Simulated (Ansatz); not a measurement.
# Pt: the cost of one run

Method: DFT PBE, scalar-relativistic, plane waves, PAW, in Ansatz 0.2.0.

This is Pt in the bcc structure; at room conditions it is fcc.

### 1 Starting point

The structure is cubic, space group Im-3m (No. 229). The conventional cell has a = 3.168 Å, b = 3.168 Å, c = 3.168 Å, α = 90.00°, β = 90.00°, γ = 90.00°. Pt (site symmetry m-3m) is surrounded by 8 Pt at 2.74 Å.

Coordinates:

```xyz
1
Lattice="-1.5842 1.5842 1.5842 1.5842 -1.5842 1.5842 1.5842 1.5842 -1.5842" Properties=species:S:1:pos:R:3 pbc="T T T"
Pt    0.0000    0.0000    0.0000
```

The structure comes from the Materials Project (structure only).

(A quick probe on a coarse mesh, which set the mesh and smearing, is not shown.)

### 3 Full relaxation

Contents of input.yaml:

```yaml
crystal:
  lattice:
    - [-1.58422, 1.58422, 1.58422]
    - [1.58422, -1.58422, 1.58422]
    - [1.58422, 1.58422, -1.58422]
  atoms:
    - { symbol: Pt, position: [0.0, 0.0, 0.0] }
basis:
  ecutwfc: 420
kpoints:
  mp_grid: { grid: [18, 18, 18] }
hamiltonian:
  xc: pbe
  pseudopotentials: { kind: paw, azcp: { folder: soft_1 } }
scf:
  occupations: { method: gaussian, width: 0.1 }
output:
  forces: true
  stress: true
  eigenvalues: true
relax:
  adjacent_minimum: "off"
  f_tol: 0.005
  max_steps: 80
  cell: { stress_tol: 0.05 }
```

Launch:

```console
$ ansatz run input.yaml --threads 1 --pin off --max-ram 2048MiB --backend cpu --events-out ev --progress --plain --runs-dir out
```

**Question.** How long does this run take on 1 thread of Arm Neoverse N1, shared host, and how much memory does it need?

About 16 s, with a peak of 0.31 GiB.
